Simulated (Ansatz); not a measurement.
# Formation energy of NiSb

Computed with Ansatz (plane waves, PAW, 420 eV cutoff): PBE, scalar-relativistic, collinear spin, Γ-centred 10×10×8 mesh, 0.05 eV Gaussian smearing. The datasets are Ansatz's generated set soft_2.

The chain of runs began from a cell as deposited in COD, expanded in volume.

It takes space group P6_3/mmc (No. 194, hexagonal). The conventional cell has a = 3.971 Å, b = 3.971 Å, c = 5.168 Å, α = 90.00°, β = 90.00°, γ = 120.00°. Around Ni (site symmetry -3m) lie 2 Ni at 2.58 Å and 6 Sb at 2.63 Å. Sb (site symmetry -6m2) has 6 Ni at 2.63 Å as nearest neighbours. (Shells end 15 % past the nearest neighbour.)

The elements were computed in their standard states with the same datasets, cutoff and functional. Absolute energies hang on the potentials; compare differences alone.

Energy of the relaxed cell (4 atoms, smearing extrapolated to zero): -24649.459 eV. Elements, in eV/atom: Ni -5839.721, Sb -6484.489.

Q: What is the formation energy?

A: [-24649.459 − (2 × -5839.721 + 2 × -6484.489)] / 4 = -0.26 eV/atom, or -25 kJ per mole of atoms.

The value is for 0 K, without zero-point energy. A negative value shows stability against the elements alone, not against other compounds or structures.

Scalar-relativistic only: spin–orbit splittings of the heavy atoms' levels are missing.
